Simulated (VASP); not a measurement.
# From VASP inputs to Ansatz: InSb (strained zincblende)

INCAR

```
NBANDS = 16
ISMEAR = -1
PREC = Accurate
ISIF = 2
ALGO = Normal
IBRION = -1
ENCUT = 520
LWAVE = .FALSE.
LCHARG = .FALSE.
LASPH = .TRUE.
LREAL = .FALSE.
NSW = 0
NELM = 120
SIGMA = 0.02
EDIFF = 1E-7
METAGGA = R2SCAN
```

KPOINTS

```
KPOINTS created by Atomic Simulation Environment
0
Gamma
6 6 6
0 0 0
```

KPOINTS_OPT

```
special points
7
Reciprocal
0.0000000000 0.0000000000 0.0000000000 1
-0.5000000000 -0.5000000000 0.0000000000 1
-0.3750000000 -0.3750000000 0.2500000000 1
-0.3750000000 0.0000000000 0.3750000000 1
0.0000000000 0.0000000000 0.5000000000 1
-0.5000000000 -0.2500000000 0.2500000000 1
-0.0244140000 -0.0244140000 0.0000000000 1
```

POSCAR

```
In Sb
 1.0000000000000000
     0.0000000000000000    3.2795130174999998    3.4106935381999999
     3.2795130174999998    0.0000000000000000    3.4106935381999999
     3.2795130174999998    3.2795130174999998    0.0000000000000000
 In  Sb
   1   1
Cartesian
  0.0000000000000000  0.0000000000000000  0.0000000000000000
  1.6397565087499997  1.6397565087499997  1.7053467690999995
```

VASP ran with the recommended PBE PAW datasets (18 valence electrons in the cell).

Q: Translate these files to an Ansatz input.

A: 

```yaml
crystal:
  lattice:
    - [0.0, 3.2795130175, 3.4106935382]
    - [3.2795130175, 0.0, 3.4106935382]
    - [3.2795130175, 3.2795130175, 0.0]
  atoms:
    - { symbol: In, position: [0.0, 0.0, 0.0] }
    - { symbol: Sb, position: [0.25, 0.25, 0.25] }
kpoints:
  mp_grid: { grid: [6, 6, 6] }
  band_path:
    path:
      - [0.0, 0.0, 0.0]
      - [-0.5, -0.5, 0.0]
      - [-0.375, -0.375, 0.25]
      - [-0.375, 0.0, 0.375]
      - [0.0, 0.0, 0.5]
      - [-0.5, -0.25, 0.25]
      - [-0.024414, -0.024414, 0.0]
    npoints: 1
hamiltonian:
  xc: r2scan
scf:
  occupations: { method: fermi_dirac, width: 0.02 }
  n_extra_bands: 4
output:
  forces: true
  stress: true
  eigenvalues: true
```

Other inputs would serve too.

```csv
,VASP,Ansatz
gap between bands v and c,0.00 eV,0.00 eV
least direct gap,0.00 eV,0.00 eV
pressure,-1.5 GPa,-1.5 GPa
```

The two codes use different PAW datasets and cutoffs. VASP's cell holds 18 valence electrons and Ansatz's 28. Ansatz's stress includes a Pulay correction; VASP's doesn't.
